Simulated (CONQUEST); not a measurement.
**SiO2: equation of state with PBEsol**

SiO2:

```
CELL_PARAMETERS angstrom
4.95458 0.00000 0.00000
0.00000 4.95458 0.00000
0.00000 0.00000 7.31134
ATOMIC_POSITIONS crystal
Si 0.00000 0.50000 0.25000
Si 0.50000 0.00000 0.75000
Si 0.00000 0.00000 0.00000
Si 0.50000 0.50000 0.50000
O 0.40321 0.25000 0.62500
O 0.90321 0.75000 0.12500
O 0.25000 0.90321 0.87500
O 0.75000 0.40321 0.37500
O 0.25000 0.59679 0.37500
O 0.75000 0.09679 0.87500
O 0.09679 0.25000 0.12500
O 0.59679 0.75000 0.62500
```

The cell comes from a database or a generator and needn't be the stable form of this composition.

```yaml
Program: CONQUEST 1.3
Task: equation of state
Functional: PBEsol
Potentials_or_basis: PseudoDojo NC PBEsol, DZP, grid of 60 × 60 × 80 points
k_mesh: 6 × 6 × 4
Occupations: fermi-dirac, width 0.05 eV
Spin: no spin polarisation
Solver: diagonalisation
SCF_tolerance: 1e-06
```

```
Equilibrium volume                        : 15.37 Å³/atom
Bulk modulus at fixed shape and positions : 146 GPa
Pressure derivative of the bulk modulus   : 4.1
```

Energy against volume, from the lowest point:
```
volume (Å³/atom)  energy (meV/atom)
          14.059              59.41
          14.358              34.08
          14.657              16.13
          14.956               5.03
          15.256               0.00
          15.555               0.53
          15.854               6.04
```

All runs of the series together: 14 min on 1 thread of AMD EPYC 7R43 64-Core Processor (Zen 3) (shared host).

Caveat: the DZP basis gives volumes some 2 % larger than converged bases do, and moduli off by several per cent; the cell was scaled at fixed shape and fractional positions, which overstates the stiffness of a crystal with free parameters, most of all of layers and chains; the basis of atomic orbitals isn't converged, which shifts pressures, moduli and gaps.
